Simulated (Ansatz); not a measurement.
Guessed and relaxed cells of KCl2

Recipe of this trial structure of KCl2: random cell by space group and Wyckoff sites (R-3m, No. 166). The dimensions are guesses.

start:

Space group R-3m:H (No. 166). a = 5.263 Å, b = 5.263 Å, c = 13.778 Å, α = 90.00°, β = 90.00°, γ = 120.00°
```
atom  site  symmetry       x       y       z
   K    3b       -3m  0.3333  0.6667  0.1667
  Cl    6c        3m  0.6667  0.3333  0.1298
```

These are results of DFT PBE, scalar-relativistic, plane waves, PAW (Ansatz 0.2.0), not measurements. Cutoff 420 eV, Gaussian smearing, Γ-centred meshes. Cell and atoms relax first on a coarse mesh and then on a finer one. In between, the cell is made exact in the group found at 0.06 Å. In metals the finer mesh still leaves noise of several meV/atom or more. The steps can't lower the symmetry of their start. No spin polarisation.

end:

Space group R-3m:H (No. 166). a = 5.553 Å, b = 5.553 Å, c = 10.511 Å, α = 90.00°, β = 90.00°, γ = 120.00°
```tsv
atom	site	symmetry	x	y	z
K	3b	-3m	0.3333	0.6667	0.1667
Cl	6c	3m	0.3333	0.6667	0.4821
```

The symmetry stays R-3m (No. 166). The volume per atom shrinks by 15.1 %, from 36.7 to 31.2 Å³. The shortest distance goes from 3.08 Å (K–Cl) to 3.21 Å (K–Cl). The ratio c/a of the conventional cell changes by a factor of 0.72.

```json
{
  "Volume per atom": "31.19 Å³",
  "Density": "1.95 g/cm³",
  "Energy over the elements": "−1.04 eV/atom",
  "Gap on the 12×12×12 mesh of the 3-atom cell": "0 eV (a metal)"
}
```

The zero of energy is the elements' standard structures at the same level (Cl₂ as a molecule); no fitted shifts are applied.

The last run used Gaussian smearing of 0.10 eV. An odd number of electrons in the primitive cell allows no gap without spin; a larger cell or a magnetic state could open one. The cell is a metal run without spin; a magnetic state may lie lower. A structure relaxed within its symmetry needn't be a true minimum. In all, the 3 runs took 110 s on 1 thread of Intel(R) Xeon(R) Processor @ 2.70GHz, on a shared host. Another cell of KCl2 relaxed alike, in P4/mmm, lies 248 meV/atom lower, so this cell isn't the stable form at this level.
